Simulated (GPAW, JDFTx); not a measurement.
This is a calculation of ZnS for JDFTx 1.7.0 (patched build). 

Contents of ZnS.in:

```
lattice \
    0.0000000000     5.1060399887     5.1060399887 \
    5.1060399887     0.0000000000     5.1060399887 \
    5.1060399887     5.1060399887     0.0000000000
coords-type Cartesian
ion Zn     7.6590599831     7.6590599831     7.6590599831 1
ion S      0.0000000000     0.0000000000     0.0000000000 1

ion-species pseudo/Zn.upf
ion-species pseudo/S.upf
elec-cutoff 42 336
elec-ex-corr gga-PBEsol
kpoint-folding 9 9 9
elec-smearing Gauss 0.0018374661
elec-n-bands 19
electronic-SCF nIterations 100 energyDiffThreshold 1e-09
electronic-minimize nIterations 30 energyDiffThreshold 1e-7
converge-empty-states yes
forces-output-coords Cartesian

dump-name run.$VAR
dump End Ecomponents EigStats BandEigs Kpoints Forces Stress
```

Potentials or basis: PseudoDojo-SR-PBEsol-0.4.1-standard with smoothed tails.

Run with:

```console
$ jdftx -c 1 -i ZnS.in -o ZnS.out
```

Problem. What does the same run look like in GPAW 26.7.0 (ASE script)? Potentials or basis there: PAW data sets generated for this functional, cutoff 600 eV.

Solution. As run (cutoffs and basis follow the program's own potentials, and thresholds, step limits or extra output files can differ):

Contents of run.py:

```python
from ase.dft.bandgap import bandgap
from ase.io import read, write
from ase.units import Bohr, GPa
from gpaw import GPAW, PW, setup_paths
from gpaw.elf import elf_from_dft_calculation

setup_paths.insert(0, '.')

atoms = read('POSCAR')

calc = GPAW(mode=PW(600),
            xc='PBEsol',
            kpts={'size': (9, 9, 9), 'gamma': True},
            occupations={'name': 'methfessel-paxton', 'order': 0, 'width': 0.1},
            nbands=18,
            convergence={'density': 1e-05, 'energy': 1e-05},
            maxiter=150,
            txt='gpaw.txt')
atoms.calc = calc
energy = atoms.get_potential_energy()
forces = atoms.get_forces()
stress = atoms.get_stress()
calc.write('gs.gpw')
write('result.traj', atoms)
print(f'Energy: {energy:.6f} eV')
print('Forces (eV/A):')
print(forces.round(4))
print('Stress (GPa):', (stress / GPa).round(3))
print('Fermi level:', round(calc.get_fermi_level(), 4), 'eV')
print(f'Gap: {bandgap(calc)[0]:.4f} eV, direct: {bandgap(calc, direct=True)[0]:.4f} eV')

# fields on the real-space grid
write('density.cube', atoms, data=calc.get_pseudo_density() * Bohr**3)
write('potential.cube', atoms, data=calc.get_electrostatic_potential())
write('elf.cube', atoms, data=elf_from_dft_calculation(calc).data)
```

Contents of POSCAR:

```
ZnS
1.0
    0.0000000000      2.7020000000      2.7020000000
    2.7020000000      0.0000000000      2.7020000000
    2.7020000000      2.7020000000      0.0000000000
Zn S
1 1
Direct
    0.7500000000      0.7500000000      0.7500000000
    0.0000000000      0.0000000000      0.0000000000
```

Potentials or basis: PAW data sets generated in the run's folder for this functional, pw.

Launch:

```bash
$ gpaw-setup -f PBEsol S Zn
$ OMP_NUM_THREADS=1 python run.py
```

Both were run:

|  | JDFTx | GPAW |
| --- | --- | --- |
| Pressure | -2.0 GPa | -2.0 GPa |

The potentials hold 26 and 18 valence electrons a cell.

Pressure is positive in compression.
